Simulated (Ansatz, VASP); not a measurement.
Two plane-wave programs on NaH

```
Na H
1.0
    16.20000    0.00000    0.00000
     0.00000   14.10000    0.00000
     0.00000    0.00000    4.44054
Na H
8 8
Direct
  0.20018 0.50000 0.00000
  0.65763 0.50000 0.00000
  0.57040 0.36564 0.50000
  0.57040 0.63436 0.50000
  0.34237 0.50000 0.50000
  0.79982 0.50000 0.50000
  0.42960 0.36564 0.00000
  0.42960 0.63436 0.00000
  0.34369 0.50000 0.00000
  0.80326 0.50000 0.00000
  0.42692 0.36278 0.50000
  0.42692 0.63722 0.50000
  0.19674 0.50000 0.50000
  0.65631 0.50000 0.50000
  0.57308 0.36278 0.00000
  0.57308 0.63722 0.00000
```

Alike in both runs: functional PBE; k mesh 1 × 1 × 7; occupations gaussian, width 0.05 eV; no spin polarisation.

Ansatz relaxed the structure, and its values are those at the end. VASP's run is a single point on that final structure, the one shown.

|  | VASP | Ansatz |
| --- | --- | --- |
| version | VASP 6.6.1 | Ansatz 0.2.0 |
| potentials or method | VASP PAW PBE potentials, release 64 (Na_pv, H) | scalar-relativistic, plane waves, PAW |
| plane-wave cutoff (eV) | 520 | 420 |
| valence electrons in the cell | 64 | 80 |

|  | VASP | Ansatz | Ansatz less VASP |
| --- | --- | --- | --- |
| gap on the k mesh at the Fermi level (eV) | 2.99 | 2.99 | +0.001 |
| least direct gap on the mesh (eV) | 2.99 | 2.99 | +0.001 |

With one functional, cell and mesh, what is left measures potentials, basis and numerics. The two sets of potentials don't hold the same shells in valence. Ansatz warned: «xc_potential_rough_in_thin_density».

Expect the measured gap to be larger: semilocal functionals such as PBE lack the derivative discontinuity.
